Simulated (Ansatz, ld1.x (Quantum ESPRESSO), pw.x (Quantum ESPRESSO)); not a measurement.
# Which Mg potential is closest to all-electron in the fcc crystal?

All use PBE, scalar-relativistic, no spin, cutoffs from each file’s atomic test, pw.x 7.5; 13³ k-points, Fermi–Dirac smearing 0.01 Ry. Δ is the rms difference from all-electron LAPW of the E(V) curves that follow from fits to the pressures, over ±6 % in volume. Mesh and smearing are coarse and serve the comparison alone. The files are a selection: those with a ghost or negative overlap were mostly not run, and those with noisy or unconverged pressures or nearly equal Δ are left out.

All-electron: a0 = 4.524 Å (V0 = 23.15 Å³/atom), B0 = 35.0 GPa.

Q: Rank them by Δ, smallest first.
A. ultrasoft, ld1.x (Quantum ESPRESSO) 7.5, PBE; core [Ne], reference 3s1 3p0; waves: 3s (bound): rcut 1.85, rcutus 2.10 bohr; 3s channel at 1.45 Ry: rcut 1.85, rcutus 2.10 bohr; 3p (bound, empty): rcut 2.15, rcutus 2.55 bohr; 3p channel at 0.4 Ry: rcut 2.15, rcutus 2.55 bohr; local part: all-electron potential smoothed inside 2.40 bohr (lloc = -1); core correction: none; augmentation: built from norm-conserving waves at rcut, not smoothed further.
B. PAW, ld1.x (Quantum ESPRESSO) 7.5, PBE; core [Ne], reference 3s2 3p0; waves: 3s (bound): rcut 2.30, rcutus 2.60 bohr; 3s channel at 0.3 Ry: rcut 2.30, rcutus 2.60 bohr; 3p (bound, empty): rcut 2.50, rcutus 3.00 bohr; 3p channel at 1.2 Ry: rcut 2.50, rcutus 3.00 bohr; 3d channel at 0.05 Ry: rcut 2.15, rcutus 2.50 bohr; local part: all-electron potential smoothed inside 2.30 bohr (lloc = -1); core correction: Bessel-smoothed model core inside 2.00 bohr; augmentation: PSQ, radius 2.25 bohr.
C. norm-conserving Troullier–Martins (Kleinman–Bylander form), ld1.x (Quantum ESPRESSO) 7.5, PBE; core [Ne], reference 3s1.75 3p0; waves: 3p (bound, empty): rc 2.80 bohr; 3s (bound): rc 2.45 bohr; local part: the s channel; core correction: none.

A: B (0.3 meV/atom), C (5.7 meV/atom), A (8.7 meV/atom).
